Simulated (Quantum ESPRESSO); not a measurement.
A calculation with Quantum ESPRESSO 7.5 of MnO2 (native input, structure typed inline):

Contents of pw.in:

```
&CONTROL
  calculation = 'scf'
  prefix = 'pwscf'
  outdir = './tmp'
  pseudo_dir = './pseudo'
  tprnfor = .true.
  tstress = .true.
  disk_io = 'low'
/
&SYSTEM
  ibrav = 0
  celldm(1) = 8
  nat = 3
  ntyp = 2
  ecutwfc = 45
  ecutrho = 360
  nbnd = 24
  occupations = 'smearing'
  smearing = 'fd'
  degauss = 0.00367493
  nspin = 2
  starting_magnetization(1) = 0.2667
  starting_magnetization(2) = 0
/
&ELECTRONS
  conv_thr = 6d-10
  electron_maxstep = 120
  mixing_beta = 0.3
/
ATOMIC_SPECIES
Mn    54.9380 mn_pbesol_v1.5.uspp.F.UPF
O     15.9990 o_pbesol_v1.2.uspp.F.UPF
CELL_PARAMETERS alat
  0.6747688018172   0.0000000000000   0.0000000000000
 -0.3373844009086   0.5843669240732   0.0000000000000
  0.0000000000000   0.0000000000000   1.0869170960348
ATOMIC_POSITIONS crystal
Mn     0.0000000000    0.0000000000    0.5000000000
O      0.3333333333    0.6666666667    0.7062925700
O      0.6666666667    0.3333333333    0.2937074300
K_POINTS automatic
11 11 6 0 0 0
```

pp_density.in

```
&INPUTPP
  prefix = 'pwscf'
  outdir = './tmp'
  filplot = 'density.dat'
  plot_num = 0
/
&PLOT
  nfile = 1
  filepp(1) = 'density.dat'
  iflag = 3
  output_format = 6
  fileout = 'density.cube'
/
```

Contents of pp_potential.in:

```
&INPUTPP
  prefix = 'pwscf'
  outdir = './tmp'
  filplot = 'potential.dat'
  plot_num = 11
/
&PLOT
  nfile = 1
  filepp(1) = 'potential.dat'
  iflag = 3
  output_format = 6
  fileout = 'potential.cube'
/
```

File pp_spin.in:

```
&INPUTPP
  prefix = 'pwscf'
  outdir = './tmp'
  filplot = 'spin.dat'
  plot_num = 6
/
&PLOT
  nfile = 1
  filepp(1) = 'spin.dat'
  iflag = 3
  output_format = 6
  fileout = 'spin.cube'
/
```

Potentials or basis: GBRV 1.5 PBEsol.

Run with:

```sh
$ OMP_NUM_THREADS=1 mpirun -n 2 pw.x -nk 2 -in pw.in > pw.out
$ OMP_NUM_THREADS=1 mpirun -n 1 pp.x -in pp_density.in > pp_density.out
$ OMP_NUM_THREADS=1 mpirun -n 1 pp.x -in pp_potential.in > pp_potential.out
$ OMP_NUM_THREADS=1 mpirun -n 1 pp.x -in pp_spin.in > pp_spin.out
```

Measurements of this composition are mostly on another form, of space group No. 136.

Write the same calculation in another form: ASE script, structure from a POSCAR.

As run:

File run.py:

```python
import numpy as np
from ase.calculators.espresso import Espresso, EspressoProfile
from ase.io import read

atoms = read('POSCAR')
atoms.set_initial_magnetic_moments([4.0, 0.0, 0.0])

input_data = {
    'control': {'calculation': 'scf', 'prefix': 'pwscf', 'outdir': './tmp', 'tprnfor': True, 'tstress': True, 'disk_io': 'nowf'},
    'system': {'ecutwfc': 45.0, 'ecutrho': 360.0, 'nbnd': 24, 'occupations': 'smearing', 'smearing': 'fd', 'degauss': 0.00367493, 'nspin': 2},
    'electrons': {'conv_thr': 6e-10, 'electron_maxstep': 120, 'mixing_beta': 0.3},
}
pseudopotentials = {'O': 'o_pbesol_v1.2.uspp.F.UPF', 'Mn': 'mn_pbesol_v1.5.uspp.F.UPF'}
profile = EspressoProfile(command='mpirun -n 2 pw.x -nk 2', pseudo_dir='pseudo')
dft = Espresso(profile=profile, input_data=input_data, pseudopotentials=pseudopotentials, kpts=(11, 11, 6), koffset=(0, 0, 0))
atoms.calc = dft

print(f'energy {atoms.get_potential_energy():.8f} eV')
print('forces (eV/A)')
print(np.round(atoms.get_forces(), 6))
print('stress (eV/A^3, Voigt)')
print(np.round(atoms.get_stress(), 8))
print(f'Fermi level {dft.get_fermi_level():.4f} eV')
```

The input POSCAR:

```
MnO2
1.0
    2.8565781804      0.0000000000      0.0000000000
   -1.4282890902      2.4738692722      0.0000000000
    0.0000000000      0.0000000000      4.6013740589
Mn O
1 2
Direct
    0.0000000000      0.0000000000      0.5000000000
    0.3333333333      0.6666666667      0.7062925700
    0.6666666667      0.3333333333      0.2937074300
```

Potentials or basis: GBRV 1.5 PBEsol.

Run with:

```console
$ OMP_NUM_THREADS=1 python run.py
```

Both were run:

|  | native input, structure typed inline | ASE script, structure from a POSCAR |
| --- | --- | --- |
| Pressure | -1.6 GPa | -1.6 GPa |
| Largest force | 0.120 eV/Å | 0.120 eV/Å |
| Band gap on the k mesh | 0.74 eV, indirect (least direct gap 0.80 eV) | 0.74 eV, indirect (least direct gap 0.80 eV) |
| Net moment | 3.00 μB per cell | 3.00 μB per cell |
| Absolute moment | 3.05 μB per cell | 3.05 μB per cell |
| Site moments | Mn +2.52; O +0.04 μB | Mn +2.52; O +0.04 μB |
| Valence electrons inside the program's atomic spheres | Mn 11.74; O 5.23 | Mn 11.74; O 5.23 |

Keys that steer only the numerical path or the files written may differ.

Caveat: an odd mesh through Γ misses points on the zone boundary, where band edges often lie; a cell with one magnetic atom can't hold antiferromagnetic order, which such compounds often take.
